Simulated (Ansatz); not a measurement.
Starting cell, BeO (wurtzite):

```
CELL_PARAMETERS angstrom
      5.42363     0.00000     0.00000
     -1.35591     2.34850     0.00000
      0.00000     0.00000     4.40456
ATOMIC_POSITIONS crystal
  Be 0.33333 0.33333 0.00149
  Be 0.83333 0.33333 0.00149
  Be 0.16667 0.66667 0.50149
  Be 0.66667 0.66667 0.50149
  O  0.33333 0.33333 0.62371
  O  0.83333 0.33333 0.62371
  O  0.16667 0.66667 0.12371
  O  0.66667 0.66667 0.12371
```

A phonon eigenvector at M = (0.5, 0.0, 0.0) is frozen into this cell: atom i moves by Q times the vector below, so Q is the largest atomic displacement, in Å. The cell is held. (q is in reciprocal vectors of the primitive cell; the cell shown is doubled to hold the pattern.)

```
atom       x       y       z
----  ------  ------  ------
Be1   -0.292  -0.169  -0.697
Be2    0.292   0.169   0.697
Be3   -0.292  -0.169   0.697
Be4    0.292   0.169  -0.697
O5     0.020   0.012  -1.000
O6    -0.020  -0.012   1.000
O7     0.020   0.012   1.000
O8    -0.020  -0.012  -1.000
```

All values below come from PBE (plane waves to 420 eV, PAW, scalar-relativistic; Ansatz, a first-principles code). k mesh 7×14×8 (Γ-centred), Fermi-Dirac smearing 0.05 eV. The energy includes the smearing's −TS. Compression counts positive. BeO was relaxed with its symmetry unable to fall. The zero of ΔE is the undisplaced structure.

```json
[
 {"Q (Å)": "-0.100", "ΔE (eV/cell)": "___", "P (GPa)": "0.58"},
 {"Q (Å)": "-0.083", "ΔE (eV/cell)": "___", "P (GPa)": "0.39"},
 {"Q (Å)": "-0.067", "ΔE (eV/cell)": "0.239", "P (GPa)": "0.25"},
 {"Q (Å)": "-0.050", "ΔE (eV/cell)": "0.135", "P (GPa)": "0.14"},
 {"Q (Å)": "-0.033", "ΔE (eV/cell)": "0.060", "P (GPa)": "0.06"},
 {"Q (Å)": "-0.017", "ΔE (eV/cell)": "___", "P (GPa)": "0.01"},
 {"Q (Å)": "0.000", "ΔE (eV/cell)": "0.000", "P (GPa)": "0.00"},
 {"Q (Å)": "0.017", "ΔE (eV/cell)": "___", "P (GPa)": "0.01"},
 {"Q (Å)": "0.033", "ΔE (eV/cell)": "0.060", "P (GPa)": "0.06"},
 {"Q (Å)": "0.050", "ΔE (eV/cell)": "0.135", "P (GPa)": "0.14"},
 {"Q (Å)": "0.067", "ΔE (eV/cell)": "0.239", "P (GPa)": "0.25"},
 {"Q (Å)": "0.083", "ΔE (eV/cell)": "___", "P (GPa)": "0.39"},
 {"Q (Å)": "0.100", "ΔE (eV/cell)": "___", "P (GPa)": "0.58"}
]
```

Task: Complete the blanks.

Result: 
- -0.100, ΔE (eV/cell): 0.538
- -0.083, ΔE (eV/cell): 0.374
- -0.017, ΔE (eV/cell): 0.015
- 0.017, ΔE (eV/cell): 0.015
- 0.083, ΔE (eV/cell): 0.374
- 0.100, ΔE (eV/cell): 0.538

(A displaced cell: forces are minus the slopes of the energy, force constants its curvatures, and phonons follow from these.)
